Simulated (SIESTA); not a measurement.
Runs of SIESTA 5.4.2 on W. It takes space group Im-3m (No. 229, cubic). The conventional cell has a = 3.165 Å, b = 3.165 Å, c = 3.165 Å, α = 90.00°, β = 90.00°, γ = 90.00°. W (site symmetry m-3m) has 8 W at 2.74 Å as nearest neighbours. 

| level | potentials or basis | gap on the mesh (eV) | pressure (GPa) |
| --- | --- | --- | --- |
| revPBE | PseudoDojo 0.4 standard (PBE files), DZP (energy shift 0.003 Ry; two zetas on semicore shells) | none | 12.5 |
| PW91 | PseudoDojo 0.4 standard (PBE files), DZP (energy shift 0.003 Ry; two zetas on semicore shells) | none | 9.8 |
| WC | PseudoDojo 0.4 standard (PBEsol files), DZP (energy shift 0.003 Ry; two zetas on semicore shells) | none | 2.0 |
| RPBE | PseudoDojo 0.4 standard (PBE files), DZP (energy shift 0.003 Ry; two zetas on semicore shells) | none | (a) |
| BLYP | PseudoDojo 0.4 standard (PBE files), DZP (energy shift 0.003 Ry; two zetas on semicore shells) | none | (b) |

Alike in all rows: task single point; no spin polarisation; cell as given; k mesh 12 × 12 × 12; smearing fermi-dirac 0.05 eV; grid cutoff 800 Ry; energy shift 0.003 Ry.

Task: Fill in the values left out.

Result: (a) 13.4; (b) 19.3.

Caveats: short orbitals over semicore shells can move pressures by several GPa; the potentials were made for another functional, which shifts forces and pressure; the basis of atomic orbitals isn't converged, which shifts pressures, moduli and gaps.

A k mesh can miss the band edges, and the runs leave out spin-orbit coupling on W.

A gap of «none» marks a metal or a gap under the smearing width.

Runs at the PBE level aren't shown here.
